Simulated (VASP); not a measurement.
Zr, 2 atoms in the cell. It takes space group P6_3/mmc (No. 194, hexagonal). Conventional cell: a = 3.211 Å, b = 3.211 Å, c = 5.182 Å, α = 90.00°, β = 90.00°, γ = 120.00°. Around Zr (site symmetry -6m2) lie 12 Zr at 3.19 to 3.21 Å.  The cell isn't the ideal one: a relaxed cell with its volume scaled by 1.06.

| Item | Value |
| --- | --- |
| Program | VASP 6.6.1 |
| Task | relaxation of shape and atoms at fixed volume |
| Functional | LDA |
| Potentials or basis | VASP PAW LDA potentials, release 64 (Zr_sv) |
| Cutoff | 600 eV |
| k mesh | 15 × 15 × 7 |
| Occupations | methfessel-paxton, width 0.1 eV |
| Spin | no spin polarisation |
| Further INCAR settings | ALGO = Fast; EDIFF = 1e-07; IBRION = 2; EDIFFG = -0.01; NSW = 40; ISIF = 4 |

Potentials or basis: VASP PAW LDA potentials, release 64 (Zr_sv).

Command:

```console
$ cat potpaw_LDA.64/Zr_sv/POTCAR > POTCAR
$ mpirun -np 1 vasp_std > vasp.out
```

Hardware: 1 thread of Intel(R) Xeon(R) Platinum 8488C (Sapphire Rapids) (shared host).

Problem. How long does it take, and how much memory?

Solution. Wall time 4.2 min on 1 thread of Intel(R) Xeon(R) Platinum 8488C (Sapphire Rapids), on a shared host, peak memory 0.22 GiB. Counts: scf iterations 42, k points 108, ion steps 3.
